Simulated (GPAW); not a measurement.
# Pt (Fm-3m) in GPAW: notebook

One crystal, Pt, is run at these levels: PBEsol, PBEsol+D3, PBEsol+D3(BJ), PBEsol+D3(BJ)+ATM; tasks: relaxation of cell and atoms.

Program: GPAW 26.7.0. These are calculated values, not measurements. Logs are shortened: lines on timing, memory, paths and dates and some standing lists are left out, and cuts for length are marked. The log counts tension as positive stress, the text compression.

## Step 1: The crystal as given

Symmetry: Fm-3m, No. 225, cubic system. Conventional cell: a = 3.922 Å, b = 3.922 Å, c = 3.922 Å, α = 90.00°, β = 90.00°, γ = 90.00°. Around Pt (site symmetry m-3m) lie 12 Pt at 2.77 Å.

## Step 2: Relaxation of cell and atoms, PBEsol

run.py

```python
from ase import Atoms
from ase.filters import FrechetCellFilter
from ase.io import write
from ase.optimize import BFGS
from gpaw import GPAW, PW, setup_paths

setup_paths.insert(0, '.')

atoms = Atoms(['Pt'],
              cell=[[0.0, 1.9609, 1.9609],
                    [1.9609, 0.0, 1.9609],
                    [1.9609, 1.9609, 0.0]],
              scaled_positions=[[0.0, 0.0, 0.0]],
              pbc=True)

calc = GPAW(mode=PW(600),
            xc='PBEsol',
            kpts={'size': (12, 12, 12), 'gamma': True},
            occupations={'name': 'fermi-dirac', 'width': 0.05},
            nbands=17,
            convergence={'density': 1e-05, 'forces': 0.0001},
            maxiter=150,
            txt='gpaw.txt')
atoms.calc = calc
opt = BFGS(FrechetCellFilter(atoms), trajectory='relax.traj', logfile='-')
done = opt.run(fmax=0.02, steps=60)
calc.write('gs.gpw')
write('result.traj', atoms)
print('Converged:', done)
print('Cell:', atoms.cell.cellpar().round(4))
print('Volume:', round(atoms.get_volume(), 4))
print(atoms.get_scaled_positions().round(5))
```

Potentials or basis: PAW data sets generated in the run's folder for this functional, pw.

Launch:

```bash
gpaw-setup -f PBEsol Pt
OMP_NUM_THREADS=1 python run.py
```

gpaw.txt:

```text
__  _  _
 | _ |_)|_||  |
 |__||  | ||/\| - 26.7.0

Input parameters:
  mode=PW(ecut=600.0),
  convergence={'density': 1e-05, 'forces': 0.0001},
  kpts=MonkhorstPack(size=(12, 12, 12), gamma=True),
  maxiter=150,
  nbands=17,
  occupations=Occupations(name='fermi-dirac', width=0.05),
  xc=XC(name='PBEsol')

Diagonalizing LCAO Hamiltonian
Converting LCAO to pw mode

       Pt

Atoms  # Å, Bohr magnetons
|   | symbol |        x |        y |        z |    initial magnetic moments |
|---|--------|----------|----------|----------|-----------------------------|
| 0 |     Pt | 0.000000 | 0.000000 | 0.000000 | ( 0.0000,  0.0000,  0.0000) |

Unit cell  # Å
| periodic |        x |        y |        z |  lengths |    angles |
|----------|----------|----------|----------|----------|-----------|
|      yes | 0.000000 | 1.960900 | 1.960900 | 2.773131 | 60.000000 |
|      yes | 1.960900 | 0.000000 | 1.960900 | 2.773131 | 60.000000 |
|      yes | 1.960900 | 1.960900 | 0.000000 | 2.773131 | 60.000000 |

Number of symmetries: 48
Symmetry operations  # r_c * U_cc + t_c -> r_c
|    | kind |            matrix            |
|----|------|------------------------------|
|  0 |  σ   |  1, 0, 0,  1, 0,-1,  1,-1, 0 |
|  1 |  C2  |  1, 0, 0,  1,-1, 0,  1, 0,-1 |
|  2 |  E   |  1, 0, 0,  0, 1, 0,  0, 0, 1 |
|  3 |  σ   |  1, 0, 0,  0, 0, 1,  0, 1, 0 |
|  4 |  C4  |  1, 0,-1,  1, 0, 0,  1,-1, 0 |
|  5 |  S6  |  1, 0,-1,  1,-1, 0,  1, 0, 0 |
|  6 |  σ   |  1, 0,-1,  0, 1,-1,  0, 0,-1 |
|  7 |  C3  |  1, 0,-1,  0, 0,-1,  0, 1,-1 |
|  8 |  S6  |  1,-1, 0,  1, 0, 0,  1, 0,-1 |
|  9 |  C4  |  1,-1, 0,  1, 0,-1,  1, 0, 0 |
| 10 |  C3  |  1,-1, 0,  0,-1, 1,  0,-1, 0 |
| 11 |  σ   |  1,-1, 0,  0,-1, 0,  0,-1, 1 |
| 12 |  σ   |  0, 1, 0,  1, 0, 0,  0, 0, 1 |
| 13 |  C4  |  0, 1, 0,  0, 1,-1, -1, 1, 0 |
| 14 |  C3  |  0, 1, 0,  0, 0, 1,  1, 0, 0 |
| 15 |  S6  |  0, 1, 0, -1, 1, 0,  0, 1,-1 |
| 16 |  C2  |  0, 1,-1,  1, 0,-1,  0, 0,-1 |
[... 17 lines left out ...]
| 34 |  S4  |  0,-1, 0,  0,-1, 1,  1,-1, 0 |
| 35 |  C2  |  0,-1, 0, -1, 0, 0,  0, 0,-1 |
| 36 |  C2  | -1, 1, 0,  0, 1, 0,  0, 1,-1 |
| 37 |  S6  | -1, 1, 0,  0, 1,-1,  0, 1, 0 |
| 38 |  S4  | -1, 1, 0, -1, 0, 1, -1, 0, 0 |
| 39 |  C3  | -1, 1, 0, -1, 0, 0, -1, 0, 1 |
| 40 |  S6  | -1, 0, 1,  0, 0, 1,  0,-1, 1 |
| 41 |  C2  | -1, 0, 1,  0,-1, 1,  0, 0, 1 |
| 42 |  C3  | -1, 0, 1, -1, 1, 0, -1, 0, 0 |
| 43 |  S4  | -1, 0, 1, -1, 0, 0, -1, 1, 0 |
| 44 |  C2  | -1, 0, 0,  0, 0,-1,  0,-1, 0 |
| 45 |  i   | -1, 0, 0,  0,-1, 0,  0, 0,-1 |
| 46 |  σ   | -1, 0, 0, -1, 1, 0, -1, 0, 1 |
| 47 |  C2  | -1, 0, 0, -1, 0, 1, -1, 1, 0 |

BZ-sampling:
  Number of BZ points: 1728
  Number of IBZ points: 72

  Monkhorst-Pack size: [12, 12, 12]
  Monkhorst-Pack shift: [0.041666666666666664, 0.041666666666666664, 0.041666666666666664]

K-points  # in reciprocal-cell coordinates
|     |                                coordinates |     weight |
|-----|--------------------------------------------|------------|
|   0 | ( -0.00000000,  -0.00000000,  -0.00000000) | 0.00057870 |
|   1 | (  0.08333333,   0.08333333,  -0.00000000) | 0.00347222 |
|   2 | (  0.08333333,   0.08333333,   0.08333333) | 0.00462963 |
|   3 | (  0.16666667,   0.08333333,   0.08333333) | 0.00694444 |
|   4 | (  0.16666667,   0.16666667,  -0.00000000) | 0.00347222 |
|   5 | (  0.16666667,   0.16666667,   0.08333333) | 0.01388889 |
|   6 | (  0.16666667,   0.16666667,   0.16666667) | 0.00462963 |
|   7 | (  0.25000000,   0.16666667,   0.08333333) | 0.01388889 |
|   8 | (  0.25000000,   0.16666667,   0.16666667) | 0.01388889 |
|   9 | (  0.25000000,   0.25000000,  -0.00000000) | 0.00347222 |
| ... |                                            |            |
|  71 | (  0.50000000,   0.50000000,   0.50000000) | 0.00231481 |

Plane wave coefficients: 531
Cutoff: 600.0 eV

Spin-components: 1 (collinear spins)
Bands:           17
Projectors:      6
Spin-degeneracy: 2
Datatype:        complex128

Parallelization:
  kpt:    1
  domain: 1
  band:   1

Density:
  Valence electrons: 16.0
  Components: 1
  Grid points: [16 16 16]
  Charge: 0.0  # |e|

Potential:
  Grid points: [16 16 16]

species:
  Pt:
    name:    Platinum
    Z:       78.0
    valence: 16
    core:    62
    charge:  0.0  # [|e|]
    compensation charges:
      type: gauss
      rc: 0.41  # [Å]
      lmax: 2
    cutoffs:
      filter: 2.26  # [Å]
      core: 2.26  # [Å]
    projectors
[... 108 lines left out ...]
| -0.000000 | 0.000000 |  0.005729 |

Forces  # eV/Ang
|       x |        y |       z |
|---------|----------|---------|
| 0.00000 | -0.00000 | 0.00000 |  # Pt   0

Interpolating wave functions to new cell

       Pt

Atoms  # Å, Bohr magnetons
|   | symbol |        x |         y |        z |    initial magnetic moments |
|---|--------|----------|-----------|----------|-----------------------------|
| 0 |     Pt | 0.000000 | -0.000000 | 0.000000 | ( 0.0000,  0.0000,  0.0000) |

Unit cell  # Å
| periodic |        x |         y |         z |  lengths |    angles |
|----------|----------|-----------|-----------|----------|-----------|
|      yes | 0.000000 |  1.958481 |  1.958481 | 2.769711 | 60.000000 |
|      yes | 1.958481 | -0.000000 |  1.958481 | 2.769711 | 60.000000 |
|      yes | 1.958481 |  1.958481 | -0.000000 | 2.769711 | 60.000000 |

Number of symmetries: 48
Symmetry operations  # r_c * U_cc + t_c -> r_c
|    | kind |            matrix            |
|----|------|------------------------------|
|  0 |  σ   |  1, 0, 0,  1, 0,-1,  1,-1, 0 |
|  1 |  C2  |  1, 0, 0,  1,-1, 0,  1, 0,-1 |
|  2 |  E   |  1, 0, 0,  0, 1, 0,  0, 0, 1 |
|  3 |  σ   |  1, 0, 0,  0, 0, 1,  0, 1, 0 |
|  4 |  C4  |  1, 0,-1,  1, 0, 0,  1,-1, 0 |
|  5 |  S6  |  1, 0,-1,  1,-1, 0,  1, 0, 0 |
|  6 |  σ   |  1, 0,-1,  0, 1,-1,  0, 0,-1 |
|  7 |  C3  |  1, 0,-1,  0, 0,-1,  0, 1,-1 |
|  8 |  S6  |  1,-1, 0,  1, 0, 0,  1, 0,-1 |
|  9 |  C4  |  1,-1, 0,  1, 0,-1,  1, 0, 0 |
| 10 |  C3  |  1,-1, 0,  0,-1, 1,  0,-1, 0 |
| 11 |  σ   |  1,-1, 0,  0,-1, 0,  0,-1, 1 |
| 12 |  σ   |  0, 1, 0,  1, 0, 0,  0, 0, 1 |
| 13 |  C4  |  0, 1, 0,  0, 1,-1, -1, 1, 0 |
| 14 |  C3  |  0, 1, 0,  0, 0, 1,  1, 0, 0 |
| 15 |  S6  |  0, 1, 0, -1, 1, 0,  0, 1,-1 |
| 16 |  C2  |  0, 1,-1,  1, 0,-1,  0, 0,-1 |
[... 17 lines left out ...]
| 34 |  S4  |  0,-1, 0,  0,-1, 1,  1,-1, 0 |
| 35 |  C2  |  0,-1, 0, -1, 0, 0,  0, 0,-1 |
| 36 |  C2  | -1, 1, 0,  0, 1, 0,  0, 1,-1 |
| 37 |  S6  | -1, 1, 0,  0, 1,-1,  0, 1, 0 |
| 38 |  S4  | -1, 1, 0, -1, 0, 1, -1, 0, 0 |
| 39 |  C3  | -1, 1, 0, -1, 0, 0, -1, 0, 1 |
| 40 |  S6  | -1, 0, 1,  0, 0, 1,  0,-1, 1 |
| 41 |  C2  | -1, 0, 1,  0,-1, 1,  0, 0, 1 |
| 42 |  C3  | -1, 0, 1, -1, 1, 0, -1, 0, 0 |
| 43 |  S4  | -1, 0, 1, -1, 0, 0, -1, 1, 0 |
| 44 |  C2  | -1, 0, 0,  0, 0,-1,  0,-1, 0 |
| 45 |  i   | -1, 0, 0,  0,-1, 0,  0, 0,-1 |
| 46 |  σ   | -1, 0, 0, -1, 1, 0, -1, 0, 1 |
| 47 |  C2  | -1, 0, 0, -1, 0, 1, -1, 1, 0 |

BZ-sampling:
  Number of BZ points: 1728
  Number of IBZ points: 72

  Monkhorst-Pack size: [12, 12, 12]
  Monkhorst-Pack shift: [0.041666666666666664, 0.041666666666666664, 0.041666666666666664]

K-points  # in reciprocal-cell coordinates
|     |                                coordinates |     weight |
|-----|--------------------------------------------|------------|
|   0 | ( -0.00000000,  -0.00000000,  -0.00000000) | 0.00057870 |
|   1 | (  0.08333333,   0.08333333,  -0.00000000) | 0.00347222 |
|   2 | (  0.08333333,   0.08333333,   0.08333333) | 0.00462963 |
|   3 | (  0.16666667,   0.08333333,   0.08333333) | 0.00694444 |
|   4 | (  0.16666667,   0.16666667,  -0.00000000) | 0.00347222 |
|   5 | (  0.16666667,   0.16666667,   0.08333333) | 0.01388889 |
|   6 | (  0.16666667,   0.16666667,   0.16666667) | 0.00462963 |
|   7 | (  0.25000000,   0.16666667,   0.08333333) | 0.01388889 |
|   8 | (  0.25000000,   0.16666667,   0.16666667) | 0.01388889 |
|   9 | (  0.25000000,   0.25000000,  -0.00000000) | 0.00347222 |
| ... |                                            |            |
|  71 | (  0.50000000,   0.50000000,   0.50000000) | 0.00231481 |

Plane wave coefficients: 531
Cutoff: 600.0 eV

Spin-components: 1 (collinear spins)
Bands:           17
Projectors:      6
Spin-degeneracy: 2
Datatype:        complex128

Parallelization:
  kpt:    1
  domain: 1
  band:   1

Density:
  Valence electrons: 16.0
  Components: 1
  Grid points: [16 16 16]
  Charge: 0.0  # |e|

Potential:
  Grid points: [16 16 16]

species:
  Pt:
    name:    Platinum
    Z:       78.0
    valence: 16
    core:    62
    charge:  0.0  # [|e|]
    compensation charges:
      type: gauss
      rc: 0.41  # [Å]
      lmax: 2
    cutoffs:
      filter: 2.26  # [Å]
      core: 2.26  # [Å]
    projectors
    | kind |    occ | energy [eV] | rcut [Å] |
    |------|--------|-------------|----------|
    |   6s |  1.000 |      -5.666 |    1.307 |
    |   5p |  6.000 |     -56.073 |    1.371 |
    |   6p |  0.000 |      -0.783 |    1.371 |
    |   5d |  9.000 |      -6.179 |    1.307 |
    |    s |        |      21.545 |    1.307 |
    |    d |        |      21.032 |    1.307 |

    Using partial waves for Pt as LCAO basis

Reference energy: -500235.591001  # eV

eigensolver:
[... 26 lines left out ...]
convergence criteria:
- Maximum integral of absolute [dens]ity change: 1e-05 electrons / valence electron
- Maximum change in the atomic [forces] across last 2 cycles: 0.0001 eV/Ang OR
Maximum error relative to the maximum force is below inf
- Maximum [total energy] change in last 3 cyles: 0.0005 eV / valence electron
- Maximum integral of absolute [eigenst]ate change: 4e-08 eV^2 / valence electron
maximum number of iterations: 150

SCF iterations
|iter     | |      energy | eigst |  dens |force |
|---------|-|-------------|-------|-------|------|
|iter:   1| |   -7.303073 | -3.25 |       |      |
|iter:   2| |   -7.302945 | -6.48 | -2.61 |      |
|iter:   3| |   -7.302527c| -5.27 | -2.67 |      |
|iter:   4| |   -7.302544c| -6.40 | -3.53 |      |
|iter:   5| |   -7.302555c| -6.16 | -3.84 |      |
|iter:   6| |   -7.302554c| -7.71c| -4.81 |      |
|iter:   7| |   -7.302554c| -7.92c| -5.12c|      |
|iter:   8| |   -7.302554c| -8.65c| -6.66c|-23.87c|

Converged in 8 steps
Energy contributions relative to reference atoms: (reference = -500235.591001)

Energy contributions:
  Kinetic:          -7.478171
  Coulomb:           5.678708
  Zero:             -0.578654
  External:          0.000000
  Xc:               -4.916718
  Entropy:          -0.015438
  Spinorbit:         0.000000
  ----------------------------
  Free energy:      -7.310273
  Extrapolated:     -7.302554

dipole moment: (-13.411401, -13.411401, -13.411401)  # |e|*Ang

Fermi level: 12.056
Eigenvalues  # (at kpt = [-0.000, -0.000, -0.000])
| band index |      eig [eV] | occ [0-2] |
|------------|---------------|-----------|
|          0 |       -40.538 |     2.000 |
|          1 |       -40.538 |     2.000 |
|          2 |       -40.538 |     2.000 |
|          3 |         1.818 |     2.000 |
|          4 |         8.243 |     2.000 |
|          5 |         8.243 |     2.000 |
[... 9 lines left out ...]
|         15 |        43.897 |     0.000 |
|         16 |        43.897 |     0.000 |

No gap
No difference between direct/indirect transitions

Stress tensor  # eV/Ang^3
|         x |         y |         z |
|-----------|-----------|-----------|
| -0.000775 | -0.000000 |  0.000000 |
| -0.000000 | -0.000775 |  0.000000 |
|  0.000000 |  0.000000 | -0.000775 |

Forces  # eV/Ang
|       x |       y |       z |
|---------|---------|---------|
| 0.00000 | 0.00000 | 0.00000 |  # Pt   0

# Writing to gs.gpw (mode='')
```

It took 23 s on 1 thread of Arm Neoverse V1, shared host; peak memory 0.15 GiB.

Results:

```yaml
Free_energy: -7.3103 eV
Relaxed_volume: 15.02 Å³/atom
Relaxed_cell: a = 2.770 Å, b = 2.770 Å, c = 2.770 Å, α = 60.00°, β = 60.00°, γ = 60.00°
Space_group_after_relaxing_to_0.05_Å: Fm-3m (No. 225)
Energy_gained_by_relaxing: 0.2 meV/atom
Ionic_steps: 2
Pressure_after_relaxing: 0.1 GPa
Band_gap_on_the_k_mesh: none (metal or under the smearing width)
```

Step by step:
```
step  energy change (eV)  largest force (eV/Å)  pressure (GPa)  volume (Å³)
   1              0.0000                0.0000           -0.92        15.08
   2             -0.0002                0.0000            0.12        15.02
```

Final structure:
```
Pt
1.0
     0.00000    1.95848    1.95848
     1.95848    0.00000    1.95848
     1.95848    1.95848    0.00000
Pt
1
Cartesian
  0.0000 0.0000 0.0000
```

Caveat: later steps reuse the first step's grids. The run has no spin-orbit coupling, so splittings on Pt are missing.

(Continued in part 2 of 2.)
